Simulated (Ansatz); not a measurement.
**Fe (sc type): how the settings move a single-point run**

How sensitive is a single-point run of Fe (sc type) to its settings? A reference run comes first, then two runs with altered input.

Method: reference: DFT, PBE, PAW with Ansatz's default frozen-core files, scalar-relativistic, in Ansatz 0.2.0.

2 further runs of the same task are left out: 2 that didn't finish.

### Step 1. The starting structure

Symmetry: Pm-3m, No. 221, cubic system. The conventional cell has a = 2.271 Å, b = 2.271 Å, c = 2.271 Å, α = 90.00°, β = 90.00°, γ = 90.00°. Fe (site symmetry m-3m) has 6 Fe at 2.27 Å as nearest neighbours.

As a file:

```
CELL_PARAMETERS angstrom
2.27121 0.00000 0.00000
0.00000 2.27121 0.00000
0.00000 0.00000 2.27121
ATOMIC_POSITIONS crystal
Fe 0.00000 0.00000 0.00000
```

### Step 2. Baseline

input.yaml

```yaml
crystal:
  lattice:
    - [2.2712054172, 0.0, 0.0]
    - [0.0, 2.2712054172, 0.0]
    - [0.0, 0.0, 2.2712054172]
  atoms:
    - { symbol: Fe, position: [0.0, 0.0, 0.0], spin: 2.5 }
magnetization:
  spin_polarized: true
kpoints:
  mp_grid: { grid: [18, 18, 18] }
scf:
  occupations: { method: fermi_dirac, width: 0.1 }
hamiltonian:
  xc: pbe
  pseudopotentials: { kind: paw }
output:
  forces: true
  stress: true
  eigenvalues: true
  populations: true
  write_density: true
  write_potential: true
  elf: true
  volumetric_format: npy
```

Command:

```bash
ansatz run input.yaml --threads 1 --pin off --max-ram 3072MiB --backend cpu --events-out ev --progress --plain --runs-dir out
```

### Step 3. Changed: ecutwfc 450 eV

input.yaml: that of step 2 with these lines changed.

```diff
@@ -21,5 +21,3 @@
   populations: true
-  write_density: true
-  write_potential: true
-  elf: true
-  volumetric_format: npy
+basis:
+  ecutwfc: "450 eV"
```

### Step 4. Changed: chi_scale 0.1

input.yaml: that of step 2 with these lines changed.

```diff
@@ -13,2 +13,3 @@
   occupations: { method: fermi_dirac, width: 0.1 }
+  initial_density: { chi_scale: 0.1 }
 hamiltonian:
@@ -21,5 +22 @@
   populations: true
-  write_density: true
-  write_potential: true
-  elf: true
-  volumetric_format: npy
```

**Question.** What will these runs give? Wanted: for each run, ending; energy change; pressure; abs. moment; force.

**Answer**, as computed:

```tsv
run	ending	energy change	pressure (GPa)	abs. moment (μB)	force (eV/Å)	cycles	time
reference	converged	0	21.2	2.18	0.00	10	6.3 s
1: ecutwfc 450 eV	converged	-0.9 meV/atom	21.2	2.18	0.00	10	6 s
2: chi_scale 0.1	converged	0.0 meV/atom	21.2	2.18	0.00	10	5.9 s
```

Times don't compare one to one where runs were asked for different outputs or read a saved state (see the inputs); cycles may leave out searches for a lower state.

Residual by cycle in the longest SCF loop of each run; runs are numbered as in the table. The quantity is the density residual dr2, in eV.

```tsv
cycle	reference	run 1	run 2
1	0.97	0.973	0.97
2	0.036	0.0367	0.036
3	0.0183	0.0186	0.0183
4	0.00438	0.00479	0.00438
5	0.00139	0.00149	0.00139
6	7.2e-5	7.1e-5	7.2e-5
7	2.1e-6	1.6e-6	2.1e-6
8	8.0e-6	8.0e-6	8.0e-6
9	2.7e-8	3.1e-8	2.7e-8
10	6.6e-10	1.0e-9	6.6e-10
```

Of the converged runs whose energies compare with the reference's, «ecutwfc 450 eV» moves the energy most (-0.9 meV/atom) and «chi_scale 0.1» least (0.0 meV/atom). The structure is not at rest: the sound run finds 21 GPa, so these are no properties of the relaxed crystal. 
